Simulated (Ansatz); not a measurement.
**TePb: the cell at several levels of theory**

One table from this session's results is given with a row withheld; the runs are named, their logs left out.

Code: Ansatz 0.2.0. PAW datasets, plane waves, zero pressure. Spin-unpolarised throughout; all numbers are computed.

## Starting point

The symmetry is Fm-3m (No. 225, cubic); conventional cell a = 6.462 Å, 33.73 Å³ an atom. Te has 6 Pb at 3.23 Å; Pb has 6 Te at 3.23 Å.

Coordinates:

```cif
data_structure
_symmetry_space_group_name_H-M 'P 1'
_symmetry_Int_Tables_number 1
_cell_length_a 4.5693
_cell_length_b 4.5693
_cell_length_c 4.5693
_cell_angle_alpha 60.000
_cell_angle_beta 60.000
_cell_angle_gamma 60.000
_cell_volume 67.46
loop_
_atom_site_label
_atom_site_type_symbol
_atom_site_fract_x
_atom_site_fract_y
_atom_site_fract_z
_atom_site_occupancy
Te1 Te 0.50000 0.50000 0.50000 1
Pb1 Pb 0.00000 0.00000 0.00000 1
```

Set-up of the first run:

input.yaml

```yaml
crystal:
  lattice:
    - [0.0, 3.231, 3.231]
    - [3.231, 0.0, 3.231]
    - [3.231, 3.231, 0.0]
  atoms:
    - { symbol: Te, position: [0.5, 0.5, 0.5] }
    - { symbol: Pb, position: [0.0, 0.0, 0.0] }
kpoints:
  mp_grid: { grid: [6, 6, 6] }
hamiltonian:
  xc: pbe
scf:
  occupations: { method: fermi_dirac, width: 0.02 }
relax:
  f_tol: 0.005
  cell: {}
```

Started as:

```console
ansatz run input.yaml --threads 2 --pin off --max-ram 4608MiB --backend cpu --events-out ev --progress --plain --runs-dir out
```

Among the steps run: Relaxation with PBE; r2SCAN: cell and atoms; Relaxation with PBEsol; Relaxing with LDA; HSE06: cell and atoms.

One of the session's tables, all rows but one given; the rest of the session is left out.

| level | a (Å) | volume (Å³/atom) |
| --- | --- | --- |
| PBE | ? | ? |
| r2SCAN | 6.536 | 34.897 |
| PBEsol | 6.444 | 33.442 |
| LDA | 6.382 | 32.487 |
| HSE06 | 6.519 | 34.624 |

Estimate the missing values for PBE.

As computed: a (Å): 6.572; volume (Å³/atom): 35.483. In the column «a (Å)» it is the highest.

In words: The first relaxation changed the volume by +5.2 % from the start. LDA gives the smallest cell and PBE the largest; they differ by 9.2 % in volume, a mean of 3.0 % in length. A measured a is 6.4626 Å (293 K; “Correlated local dipoles in PbTe”, 2017, arxiv:1709.02863); the misses are PBE +1.7 %, r2SCAN +1.1 %, PBEsol -0.3 %, LDA -1.3 %, HSE06 +0.9 %. 4 values of this kind are on record (6.442 to 6.4626 Å); this one was drawn at random. The calculation is for a static lattice, without the thermal expansion and zero-point motion that a deposited cell holds. The meshes differ: PBE 6×6×6, r2SCAN 6×6×6, PBEsol 6×6×6, LDA 6×6×6, HSE06 4×4×4.

**Measured values.**

From “Correlated local dipoles in PbTe”, 2017, arxiv:1709.02863, for a bulk crystal of TePb at 293 K: lattice constant a 6.4626 ± 0.0001 Å.
